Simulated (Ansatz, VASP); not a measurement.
CdS in VASP and in Ansatz

```
Cd S
1.0
    -0.08829    2.89881    2.89881
     2.89881   -0.08829    2.89881
     2.89881    2.89881   -0.08829
Cd S
1 1
Direct
  0.00000 0.00000 0.00000
  0.75000 0.75000 0.75000
```

Change from the starting cell: equal xy, yz and zx shear strains of -3 %, crystal datasets.

Alike in both runs: task electric field gradients; functional PBE; k mesh 7 × 7 × 7; occupations fermi-dirac, width 0.02 eV; no spin polarisation.

|  | VASP | Ansatz |
| --- | --- | --- |
| version | VASP 6.6.1 | Ansatz 0.2.0 |
| potentials or method | VASP PAW PBE potentials, release 64 (Cd, S), cutoff 520 eV | all-electron PAW with datasets made for the crystal, scalar-relativistic |

Ansatz gave:

| Property | Result |
| --- | --- |
| gap on the k mesh at the Fermi level (eV) | 1.02 |
| pressure (GPa) | 1.4 |
| largest component of the traceless stress (GPa) | 1.61 |
| rms of the force components (eV/Å) | 0.214 |
| Vzz of the field gradient on the site that differs most (V/Å²) | -30.9 |

Estimate VASP's values.

gap on the k mesh at the Fermi level (eV): 1.02; pressure (GPa): 1.7; largest component of the traceless stress (GPa): 1.64; rms of the force components (eV/Å): 0.222; Vzz of the field gradient on the site that differs most (V/Å²): -34.4.

Atom by atom the forces differ by 0.008 eV/Å (rms over components). Ansatz ran all-electron here, so the differences hold the error of VASP's frozen core and of both bases. Ansatz warned: «gradients_without_spin_orbit».
